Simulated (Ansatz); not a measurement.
# TiAl₃: a line through a two-coordinate scan, part 2 of 2

One line of a two-coordinate grid on TiAl3 (Pm-3m, No. 221; 8 atoms in the cell): amplitude of mode 4 (173 cm⁻¹) is varied, at amplitude of mode 18 (301 cm⁻¹) = −0.073 Å.

Ansatz 0.2.0; DFT PBEsol, scalar-relativistic, plane waves, PAW.

### Step 8. The run at (0.000 Å, −0.073 Å)

The input, input.yaml:

```yaml
crystal:
  lattice:
    - [-3.9479576782, 0.0, 0.0]
    - [0.0, 3.9479576782, 3.9479576782]
    - [0.0, 3.9479576782, -3.9479576782]
  atoms:
    - { symbol: Ti, position: [0.0, 0.0, 0.0] }
    - { symbol: Ti, position: [0.0, 0.5, 0.5] }
    - { symbol: Al, position: [0.5, 0.7407293839, 0.7592706161] }
    - { symbol: Al, position: [0.5, 0.2592706161, 0.2407293839] }
    - { symbol: Al, position: [0.5, 0.7407293839, 0.2407293839] }
    - { symbol: Al, position: [0.5, 0.2592706161, 0.7592706161] }
    - { symbol: Al, position: [1.0, 0.5, 0.0] }
    - { symbol: Al, position: [1.0, 0.0, 0.5] }
basis:
  ecutwfc: 520.0
kpoints:
  mp_grid: { grid: [10, 8, 8] }
hamiltonian:
  xc: pbesol
  pseudopotentials: { kind: paw, azcp: { folder: soft_1 } }
scf:
  occupations: { method: gaussian, width: 0.15 }
output:
  forces: true
  stress: true
  eigenvalues: true
  write_density: true
  write_potential: true
  elf: true
  volumetric_format: npy
```

On the command line:

```sh
$ ansatz run input.yaml --threads 4 --pin off --max-ram 8192MiB --backend cpu --events-out ev --progress --plain --runs-dir out
```

Standard output:

```text
Warning: <dir> the record states the generating functional pbe (its physics header spells it `PBE`), which answers neither for hamiltonian.xc's functional nor for the pbesol family's — results may be inconsistent (PPs are generated against a specific XC)
Warning: <dir> the record states the generating functional pbe (its physics header spells it `PBE`), which answers neither for hamiltonian.xc's functional nor for the pbesol family's — results may be inconsistent (PPs are generated against a specific XC)
Warning: RAYON_NUM_THREADS=4 ignored (pool sized by the plan → 4); use --threads N
Engine: ansatz 0.2.0, aarch64-unknown-linux-gnu
Pseudopotentials: kind: paw
Pseudopotential: Ti, paw, valence charge 12, recommended cutoff 420 eV (normal), <dir>
Pseudopotential: Al, paw, valence charge 3, recommended cutoff 420 eV (normal), <dir>
Functional definition: PBEsol
  exchange = pbesol_x
  correlation = pbesol_c
Crystal: 8 atoms, lattice volume = 123.069 Å³
Basis set: ecut = 520 eV, 3299 PW (Γ), exchange–correlation on 60×90×90 points (8 copies of the dense FFT grid, shifted against one another)
Bands: 29, of which v1, the nominal top of the filled ones, is band 21 counted from 1 (20 counted from 0)
Symmetry: 16 space group operations
Space group: P4/mmm (ITA 123), of the structure as read, at distance tolerance 5.0e-5 Å
k-points: 90 of 640
Non-local potential: Ti, projectors of the file, l = 0: 3, l = 1: 2, l = 2: 3, l = 3: 1
Non-local potential: Al, projectors of the file, l = 0: 2, l = 1: 2, l = 2: 1
PAW form: soft (Blöchl's): semilocal exchange-correlation on the pseudo side does not see the compensation charge
PAW frozen core: Ti, regenerated for the run's functional, and the local potential with it (the file was generated under x = pbe(κ = 0.804, μ = 0.2195149727645171), c = pbe(β = 0.06672455060314922))
PAW frozen core: Al, regenerated for the run's functional, and the local potential with it (the file was generated under x = pbe(κ = 0.804, μ = 0.2195149727645171), c = pbe(β = 0.06672455060314922))
PAW one-centre angular grid: Ti, 590 points (default); XC on 64 Gauss nodes
PAW one-centre angular grid: Al, 110 points (default); XC on 64 Gauss nodes
Initial density: superposition of atomic densities (chi_scale 0.1, normalization cell, long waves kept (reshape's long-wave potential 0.00 eV rms))
Initial wavefunctions: pseudopotential atomic-orbital guess
Functional: x = pbesol(κ = 0.804, μ = 0.12345679012345678), c = pbesol(β = 0.046)
SCF iter   1: F=—  HF=-8098.768067 eV  |F-HF|=—  |Δ(HF+E_count)|=         —  Δρ=3.12e-2  dr2=1.46e0  ethr=3.10e-3  ⟨swp⟩=6.3  Hψ=11513  notcnv=0
preconditioner: auto → Kerker (q_TF=auto, 2.281 Å⁻¹)  [metal: Δε(μ)=0.006 eV  Ē_g=5.393 eV  σ=0.150 eV  W_gap=0.02  n_scr=30 (ndim 8)  ℏωp=17.1 eV  f_vac=0.000  D(μ)=4.65/eV (n_scr^D=38)]
SCF iter   2: F=—  HF=-8098.361553 eV  |F-HF|=—  |Δ(HF+E_count)|=   4.07e-1  Δρ=1.95e-2  dr2=6.43e-1  ethr=3.10e-3  ⟨swp⟩=2.0  Hψ=3818  notcnv=0  defer=96
SCF iter   3: F=—  HF=-8098.048472 eV  |F-HF|=—  |Δ(HF+E_count)|=   3.13e-1  Δρ=2.12e-3  dr2=5.07e-3  ethr=1.53e-3  ⟨swp⟩=2.1  Hψ=4057  notcnv=0  defer=104
SCF iter   4: F=—  HF=-8098.046166 eV  |F-HF|=—  |Δ(HF+E_count)|=   2.31e-3  Δρ=5.20e-4  dr2=2.72e-4  ethr=1.21e-5  ⟨swp⟩=2.5  Hψ=4010  notcnv=0  defer=111
SCF iter   5: F=—  HF=-8098.046090 eV  |F-HF|=—  |Δ(HF+E_count)|=   7.59e-5  Δρ=6.73e-5  dr2=7.57e-6  ethr=6.49e-7  ⟨swp⟩=2.1  Hψ=3621  notcnv=0  defer=111
SCF iter   6: F=—  HF=-8098.046053 eV  |F-HF|=—  |Δ(HF+E_count)|=   3.72e-5  Δρ=1.38e-5  dr2=2.68e-7  ethr=1.80e-8  ⟨swp⟩=2.1  Hψ=3173  notcnv=0  defer=114
SCF iter   7: F=-8098.046053 eV  HF=-8098.046053 eV  |F-HF|=1.68e-8  |Δ(HF+E_count)|=   3.14e-8  Δρ=3.48e-6  dr2=2.07e-8  ethr=2.38e-10  ⟨swp⟩=12.8  Hψ=15551  notcnv=0
SCF 1 converged in 7 iterations: F = -8098.046053 eV  dr2 = 2.07e-8
SCF converged after 7 iterations
Free energy (F): -8098.046053 eV
Harris-Foulkes:  -8098.046053 eV  (|F-HF|=1.68e-8)
Internal energy: -8097.994311 eV  (E = F + TS)
E sigma→0 (E₀):  -8098.020182 eV
Entropy (-TS):   -0.051742 eV (-6.468 meV/atom)
Fermi energy:    10.423087 eV
--- Per-component energies (eV) ---
  E_band       = -292.021649
  E_kinetic    = 706.567973
  E_local      = -2483.292725  (includes V_loc(G=0)·N_el)
  E_nonlocal   = 188.471811
  E_hartree    = 1068.595896
  E_xc         = -458.935997
  E_vxc        = -471.229065  (∫ρ·V_xc dr)
  E_paw        = -4777.034760  (= ΣΔE_a)
  E_vpaw       = -369.739758  (= ΣTr[D̂ρ^β])
  E_aug_tail   = -0.000049  (compensation charges beyond the density's cutoff)
  E_ewald      = -2342.760065
  E_core_change = 0.393603  (= ΣΔE_core)
  E_smearing   = -0.051742  (= −TS)
  E_closure    = -0.000000  (closes the sum)
  Σ components = -8098.046053   (vs F -8098.046053, Δ=0.00e0)
--- Forces (eV/Å), atoms counted from 1 ---
  atom   1  Ti     0.00000000     0.00000000     0.00000000
  atom   2  Ti     0.00000000     0.00000000     0.00000000
  atom   3  Al     0.00000000     0.00000000     0.65651049
  atom   4  Al     0.00000000     0.00000000    -0.65651049
  atom   5  Al    -0.00000000     0.65651049     0.00000000
  atom   6  Al     0.00000000    -0.65651049     0.00000000
  atom   7  Al     0.00000000    -0.00000000    -0.00000000
  atom   8  Al    -0.00000000     0.00000000     0.00000000
  max |Σ_I F_I| component: 2.22e-16 eV/Å
--- Stress (GPa, compression-positive) ---
        0.116309      -0.000000       0.000000
       -0.000000       0.554880      -0.000000
       -0.000000      -0.000000       0.554880
  P = ⅓ Tr σ = 0.4087 GPa (4.087 kbar)
--- Band table (eV; the first three rows and the last of 90) ---
  k-point 0: bands = ["-46.2537", "-46.2521", "-22.6874", "-22.6874", "-22.6733", "-22.6704", "-22.6685", "-22.6685", "-0.4412", "3.1266", "4.2819", "4.2819", "5.3705", "7.3103", "7.3159", "8.2298", "8.2791", "8.2791", "9.1567", "9.1567", "10.5837", "10.5901", "10.5901", "10.7552", "11.3067", "11.4084", "11.5497", "11.5851", "14.0078"]
  k-point 1: bands = ["-46.2537", "-46.2521", "-22.6868", "-22.6867", "-22.6732", "-22.6705", "-22.6692", "-22.6692", "-0.3660", "2.7941", "4.2801", "4.3378", "5.8449", "6.9003", "7.1268", "8.2010", "8.2194", "8.7363", "9.0640", "9.1990", "10.5208", "10.5570", "10.6886", "10.9064", "11.2093", "11.5228", "11.6561", "11.7515", "13.8753"]
  k-point 2: bands = ["-46.2535", "-46.2523", "-22.6851", "-22.6848", "-22.6729", "-22.6714", "-22.6711", "-22.6708", "-0.1433", "2.1143", "4.4594", "4.5040", "6.2758", "6.5654", "6.7721", "8.2026", "8.2179", "8.8643", "9.3223", "9.4652", "10.3337", "10.3877", "10.7089", "10.9797", "11.3533", "11.4042", "12.2159", "12.3966", "13.6759"]
  k-point 89: bands = ["-46.2521", "-46.2521", "-22.6918", "-22.6918", "-22.6892", "-22.6852", "-22.6679", "-22.6636", "2.7472", "3.4785", "4.0920", "4.2871", "4.2871", "4.4809", "5.3689", "5.3689", "8.9946", "9.1638", "9.1638", "9.3292", "10.8049", "11.2970", "11.3102", "11.3102", "11.5368", "11.5368", "11.5817", "11.5817", "14.0179"]
```

Run time: 9 s. Hardware: 4 threads of Arm Neoverse V1, shared host; peak memory 0.68 GiB.

Density in a lattice plane of the grid's cell (edges 5.58 and 5.58 Å, at 0.000 of the third edge), which holds Ti and Al.

Ten even steps from '0' (0.05 e/Å³) to '9' (12.20 e/Å³):
```
763100000000000000000136
321000000000000000000012
000000000000000000000000
000000000000000000000000
000000000000000000000000
000000000000000000000000
000000000000000000000000
000000000012321000000000
000000000136763100000000
000000000148984100000000
000000000136763100000000
000000000012321000000000
000000000000000000000000
000000000000000000000000
000000000000000000000000
000000000000000000000000
000000000000000000000000
321000000000000000000012
763100000000000000000136
984100000000000000000148
```
Columns run along the first of these edges and rows up along the second, over one cell in 24 and 20 even steps from the bottom left corner. Atoms in the plane (fractional): Ti at (0.00, 0.00), Ti at (0.50, 0.50), Al at (0.50, 1.00), Al at (1.00, 0.50).

ELF in the same plane.

Values, 12 rows by 12 columns:
```
0.72 0.56 0.12 0.36 0.58 0.24 0.05 0.24 0.58 0.36 0.12 0.56
0.27 0.12 0.12 0.38 0.56 0.58 0.52 0.58 0.56 0.38 0.12 0.12
0.36 0.36 0.39 0.40 0.38 0.36 0.36 0.36 0.38 0.40 0.39 0.36
0.54 0.60 0.58 0.39 0.12 0.12 0.27 0.12 0.12 0.39 0.58 0.60
0.05 0.26 0.60 0.36 0.12 0.56 0.72 0.56 0.12 0.36 0.60 0.26
0.97 0.05 0.54 0.36 0.27 0.72 0.53 0.72 0.27 0.36 0.54 0.05
0.05 0.26 0.60 0.36 0.12 0.56 0.72 0.56 0.12 0.36 0.60 0.26
0.54 0.60 0.58 0.39 0.12 0.12 0.27 0.12 0.12 0.39 0.58 0.60
0.36 0.36 0.39 0.40 0.38 0.36 0.36 0.36 0.38 0.40 0.39 0.36
0.27 0.12 0.12 0.38 0.56 0.58 0.52 0.58 0.56 0.38 0.12 0.12
0.72 0.56 0.12 0.36 0.58 0.24 0.05 0.24 0.58 0.36 0.12 0.56
0.53 0.72 0.27 0.36 0.52 0.05 0.88 0.05 0.52 0.36 0.27 0.72
```
Columns run along the first of these edges and rows up along the second, over one cell in 12 and 12 even steps from the bottom left corner. Atoms in the plane (fractional): Ti at (0.00, 0.00), Ti at (0.50, 0.50), Al at (0.50, 1.00), Al at (1.00, 0.50).

Both are smooth fields of the valence electrons: close to the nuclei they are not physical.

Outside the cores ELF peaks at 0.73 on the Al–Al line, 1.3 Å from Al.

Energy on the map's scale: 0.10 eV.

### Step 9. Results

What follows sums up all 2 parts.

```
amplitude of mode 4 (173 cm⁻¹), largest displacement (Å)  step  energy (eV)  slope (eV per Å)  pressure (GPa)  largest force on an atom (eV/Å)
                                                  −0.134     3         0.21             −1.68            0.82                            0.714
                                                  −0.107     4         0.17             −1.37            0.67                            0.701
                                                  −0.080     5         0.14             −1.05            0.56                            0.689
                                                  −0.054     7         0.12             −0.71            0.48                            0.677
                                                  −0.027     –         0.10             −0.36            0.42                            0.667
                                                   0.000     8         0.10              0.00            0.41                            0.657
                                                   0.027     –         0.10              0.36            0.42                            0.667
                                                   0.054     –         0.12              0.71            0.48                            0.677
                                                   0.080     –         0.14              1.05            0.56                            0.689
                                                   0.107     –         0.17              1.37            0.67                            0.701
                                                   0.134     –         0.21              1.68            0.82                            0.714
```

Energies count from the relaxed high-symmetry cell. Rows without a step come from runs not printed here or follow by symmetry. Slopes come from the forces (and the stress, where the cell changes), not from differences of energies.

| run | outcome |
| --- | --- |
| step 6, run with accuracy high, ecutwfc left out (against step 5) | +0.5 meV/atom |

Along the line the energy is lowest at 0.000 Å, 0.10 eV from the zero. Energies and slopes round the minimum, fitted together, put the minimum at 0.0000 Å, with a curvature of about 13 eV per Å². The highest point computed, at −0.134 Å, lies 0.12 eV above the lowest. This is one cut through a surface in two coordinates; the map's lowest point lies off it. With the other coordinates free, the energies away from the reference would be the same or lower.
